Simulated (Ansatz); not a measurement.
SnSe (NiAs type) was put through Ansatz (plane waves). It starts from the PBE minimum.

Starting structure:
```xyz
4
Lattice="4.1677 0.0000 0.0000 -2.0839 3.6093 0.0000 0.0000 0.0000 7.5081" Properties=species:S:1:pos:R:3 pbc="T T T"
Sn    0.0000    0.0000    0.0000
Sn    0.0000    0.0000    3.7541
Se    0.0000    2.4062    1.8770
Se    2.0839    1.2031    5.6311
```

Output, abridged:
```
Pseudopotential: Sn, paw, valence charge 14, recommended cutoff 500 eV
Pseudopotential: Se, paw, valence charge 16, recommended cutoff 500 eV
Crystal: 4 atoms, lattice volume = 112.943 Å³
Basis set: ecut = 500 eV, 2913 PW (Γ)
Bands: 36, of which v1, the nominal top of the filled ones, is band 30 counted from 1 (29 counted from 0)
Symmetry: 24 space group operations
Space group: P63/mmc (ITA 194)
k-points: 21 of 144
preconditioner: auto → Resta (q_TF=auto, 2.455 Å⁻¹)  ε∞=4.1  [σ=0.020 eV  ℏωp=15.6 eV]
relax step 1: F+E_penalty+E_count = -23034.88939575 eV  P = -0.862 GPa  Ω = 112.943 Å³
relax step 2: F+E_penalty+E_count = -23034.89333119 eV  P = +0.475 GPa  Ω = 110.041 Å³
relax step 3: F+E_penalty+E_count = -23034.89477713 eV  P = -0.010 GPa  Ω = 110.993 Å³
relax step 4: F+E_penalty+E_count = -23034.89471246 eV  P = -0.011 GPa  Ω = 110.993 Å³  (SCF on a basis re-selected at this cell)
Free energy (F): -23034.894712 eV
Internal energy: -23034.894173 eV  (E = F + TS)
E sigma→0 (E₀):  -23034.894443 eV
Entropy (-TS):   -0.000540 eV (-0.135 meV/atom)
Fermi energy:    8.950915 eV
--- Per-component energies (eV) ---
  E_band       = -1010.307750
  E_kinetic    = 605.844121
  E_local      = -6730.186999
  E_nonlocal   = -1257.556817
  E_hartree    = 3534.732565
  E_xc         = -948.160319
  E_vxc        = -422.228516
  E_paw        = -12159.266141
  E_vpaw       = -299.219166
  E_vtau       = 23.575113
  E_ewald      = -6078.241264
  E_core_change = -2.058901
  E_smearing   = -0.000540
--- Stress (GPa, compression-positive) ---
       -0.015696       0.000000       0.000000
        0.000000      -0.015696       0.000000
        0.000000       0.000000      -0.002686
  P = ⅓ Tr σ = -0.0114 GPa (-0.114 kbar)
--- Relaxed structure (3 steps of the walk, 3 accepted, 1 SCFs on fresh bases) ---
  F+E_penalty+E_count = -23034.89471246 eV
  cell:  # Å, volume = 110.9934 Å³
    - [4.138221, 0.000000, 0.000000]
    - [-2.069111, 3.583805, 0.000000]
    - [0.000000, 0.000000, 7.484092]
  atoms:
    - { symbol: Sn, position: [0.000000, 0.000000, 0.000000] }
    - { symbol: Sn, position: [0.000000, 0.000000, 0.500000] }
    - { symbol: Se, position: [0.333333, 0.666667, 0.250000] }
    - { symbol: Se, position: [0.666667, 0.333333, 0.750000] }
```

Problem. What input produced it? Give the YAML.

Solution.
```yaml
crystal:
  # lattice and atoms as above
kpoints:
  mp_grid: { grid: [6, 6, 4] }
hamiltonian:
  xc: r2scan
scf:
  occupations: { method: fermi_dirac, width: 0.02 }
relax:
  f_tol: 0.005
  cell: {}
```
The term E_vtau belongs to a meta-GGA, which reads the kinetic-energy density. The relax steps with a changing cell volume need the relax block with cell. The lines shown narrow the functional down without fixing it; this is the one that was run. Keys that aren't typed take their defaults; thresholds and the kind of smearing can't be read off these lines.

Command: `ansatz run input.yaml --threads 2 --pin off --max-ram 2211MiB --backend cpu --events-out ev --progress --plain --runs-dir out`.

Note: simulated data, non-magnetic, for a generated structure that need not be the stable one.

Overlapping bands make a metal at that level, for which these meshes are coarse; small forces, stresses and energy differences are uncertain. A small overlap in a semilocal functional can be an artefact that a hybrid or GW lifts.
